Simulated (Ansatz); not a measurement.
Set up this calculation in Ansatz 0.2.0, as the native input.

```yaml
Task: single point
Functional: PBEsol
Potentials_or_basis: Ansatz PAW
Cutoff: "420 eV (not typed: the program's choice for these potentials)"
k_mesh: 7 × 7 × 7
Occupations: fermi-dirac, width 0.05 eV
Spin: collinear spin, ferromagnetic start
Starting_moments: "[0.0, 3.0, 3.0, 3.0] μB"
```

Crystal: Fe3Ge.

```xyz
4
Lattice="3.6605 0.0000 0.0000 0.0000 3.6605 0.0000 0.0000 0.0000 3.6605" Properties=species:S:1:pos:R:3 pbc="T T T"
Ge   -0.0646    0.0044    0.0328
Fe    1.8621    0.0321    1.8623
Fe    1.8179    1.8869    0.0422
Fe    0.0151    1.8052    1.8333
```

The cell comes from a database or a generator and needn't be the stable form of this composition.

The cell isn't the ideal one: atoms moved at random, drawn with an rms of 0.05 Å.

The input as run:

input.yaml

```yaml
crystal:
  lattice:
    - [3.66050052, 0.0, 0.0]
    - [0.0, 3.66050052, 0.0]
    - [0.0, 0.0, 3.66050052]
  atoms:
    - { symbol: Ge, position: [-0.01765, 0.001191, 0.00897] }
    - { symbol: Fe, position: [0.5087, 0.008782, 0.508754], spin: 3.0 }
    - { symbol: Fe, position: [0.496635, 0.515485, 0.011532], spin: 3.0 }
    - { symbol: Fe, position: [0.004126, 0.493165, 0.500831], spin: 3.0 }
hamiltonian:
  xc: pbesol
  pseudopotentials: { kind: paw }
magnetization:
  spin_polarized: true
kpoints:
  mp_grid: { grid: [7, 7, 7] }
scf:
  occupations: { method: fermi_dirac, width: 0.05 }
output:
  forces: true
  stress: true
  eigenvalues: true
  write_density: true
  write_potential: true
  elf: true
  volumetric_format: npy
```

Potentials or basis: Ansatz PAW.

Launch:

```sh
$ ansatz run input.yaml --threads 2 --pin off --max-ram 5632MiB --backend cpu --events-out ev --progress --plain --runs-dir out
```

It gave:

The pressure is -11.2 GPa and the largest force is 0.565 eV/Å. The band gap on the k mesh is none (metal or under the smearing width), the net moment is 6.39 μB per cell and the absolute moment is 6.87 μB per cell. The site moments are Ge -0.11; Fe +2.18, +2.19 μB.

Caveat: the PAW data sets come from PBE, with cores solved anew for the run's functional, which leaves a small shift of forces and pressure.

It took 92 s on 2 threads of Arm Neoverse V1, on a shared host, peak memory 0.76 GiB.
